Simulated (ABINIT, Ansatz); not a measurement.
This is a calculation of B for Ansatz 0.2.0. This isn't the form of B at room conditions, which is rhombohedral.

The input input.yaml:

```yaml
crystal:
  lattice:
    - [1.62456, 0.0, 0.0]
    - [0.0, 2.86615, 0.0]
    - [0.0, 0.0, 3.9144]
  atoms:
    - { symbol: B, position: [0.0, 0.5, 0.60926] }
    - { symbol: B, position: [0.5, 0.0, 0.39074] }
hamiltonian:
  xc: pbe
  pseudopotentials: { kind: paw }
kpoints:
  mp_grid: { grid: [16, 9, 7] }
scf:
  occupations: { method: fermi_dirac, width: 0.05 }
output:
  forces: true
  stress: true
  eigenvalues: true
```

Potentials or basis: Ansatz PAW.

The run is started by

```console
$ ansatz run input.yaml --threads 1 --pin off --max-ram 3584MiB --backend cpu --events-out ev --progress --plain --runs-dir out
```

Problem. Set up the same calculation for ABINIT 10.8.3 (patched build). Potentials or basis there: JTH PAW PBE v2.0, cutoff 408 eV.

Solution. As run (cutoffs and basis follow the program's own potentials, and thresholds, step limits or extra output files can differ):

File run.abi:

```
# Pseudopotentials
pp_dirpath "./"
pseudos "B.GGA_PBE-JTH.xml"

# Structure
acell 3*1.0 Angstrom
rprim
     1.6245600000     0.0000000000     0.0000000000
     0.0000000000     2.8661500000     0.0000000000
     0.0000000000     0.0000000000     3.9144000000
ntypat 1
znucl 5
natom 2
typat 1 1
xred
     0.0000000000     0.5000000000     0.6092600000
     0.5000000000     0.0000000000     0.3907400000
chkprim 0
chksymtnons 0
tolsym 1.0e-6

# Plane-wave basis
ecut 15.0
pawecutdg 30.0
pawxcdev 0
pawovlp 30

# k points
kptopt 1
ngkpt 16 9 7
nshiftk 1
shiftk 0.0 0.0 0.0

# Exchange and correlation
ixc 11

# Bands and occupations
nband 7
occopt 3
tsmear 0.05 eV

# SCF cycle
nstep 100
tolvrs 1.0e-9

# Output
iomode 3
prtwf 0
prtden 0
prteig 0
prtebands 0
enunit 1
```

Potentials or basis: JTH PAW PBE v2.0.

Run with:

```console
$ abinit run.abi > log 2>&1
```

Both were run:

|  | Ansatz | ABINIT |
| --- | --- | --- |
| Pressure | 0.1 GPa | 0.3 GPa |

Ansatz's pressure holds a Pulay term of +0.28 GPa for its cutoff of 420 eV, which the other run lacks.

Where Ansatz's input types no cutoff or centring, it takes its own default and a Γ-centred mesh.

Pressure is positive in compression.
